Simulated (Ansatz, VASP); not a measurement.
**One calculation of MgI2, two programs**

The input INCAR:

```
SYSTEM = MgI2
ALGO = Normal
EDIFF = 1E-6
ENCUT = 520
GGA = CA
ISIF = 2
ISMEAR = 0
LASPH = .True.
LCHARG = .True.
LELF = .True.
LREAL = .False.
LVHAR = .True.
LWAVE = .False.
NBANDS = 15
NELM = 100
PREC = Accurate
SIGMA = 0.05
```

Contents of KPOINTS:

```
k-points
0
Gamma
  6 6 4
  0 0 0
```

File POSCAR:

```
MgI2
1.0
    4.1537001214      0.0000000000      0.0000000000
   -2.0768500607      3.5972098248      0.0000000000
    0.0000000000      0.0000000000      6.8620000000
Mg I
1 2
Direct
    0.0000000000      0.0000000000      0.0000000000
    0.3028502906      0.6514251453      0.7797945252
    0.6361836240      0.3180918120      0.2645345252
```

Input for Ansatz:

```yaml
crystal:
  lattice:
    - [4.1537001214, 0.0, 0.0]
    - [-2.0768500607, 3.5972098248, 0.0]
    - [0.0, 0.0, 6.862]
  atoms:
    - { symbol: Mg, position: [0.0, 0.0, 0.0] }
    - { symbol: I, position: [0.3028502906, 0.6514251453, 0.7797945252] }
    - { symbol: I, position: [0.636183624, 0.318091812, 0.2645345252] }
basis:
  ecutwfc: 420
kpoints:
  mp_grid: { grid: [6, 6, 4] }
hamiltonian:
  xc: lda
scf:
  occupations: { method: gaussian, width: 0.05 }
output:
  forces: true
  stress: true
  eigenvalues: true
```

Change from the starting cell: all I atoms moved +0.188 Å, as atom 2 towards its neighbour atom 3 (I) at 4.101 Å.

Alike in both runs: task single point; functional LDA; k mesh 6 × 6 × 4; occupations gaussian, width 0.05 eV; no spin polarisation.

```csv
,VASP,Ansatz
version,VASP 6.6.1,Ansatz 0.2.0
potentials or method,"VASP PAW LDA potentials, release 64 (Mg, I)","scalar-relativistic, plane waves, PAW"
plane-wave cutoff (eV),520,420
valence electrons in the cell,16,44
```

```csv
,VASP,Ansatz,Ansatz less VASP
gap on the k mesh at the Fermi level (eV),3.12,3.13,+0.015
least direct gap on the mesh (eV),3.17,3.16,-0.009
pressure (GPa),-1.2,-1.1,+0.09
largest component of the traceless stress (GPa),0.23,0.23,-0.002
rms of the force components (eV/Å),0.352,0.351,-0.0018
```

Atom by atom the forces differ by 0.005 eV/Å (rms over components). The two sets of potentials don't hold the same shells in valence.

Caveats: spin-orbit coupling is left out, which moves the levels of the heavy elements. A k mesh can miss the band edges.
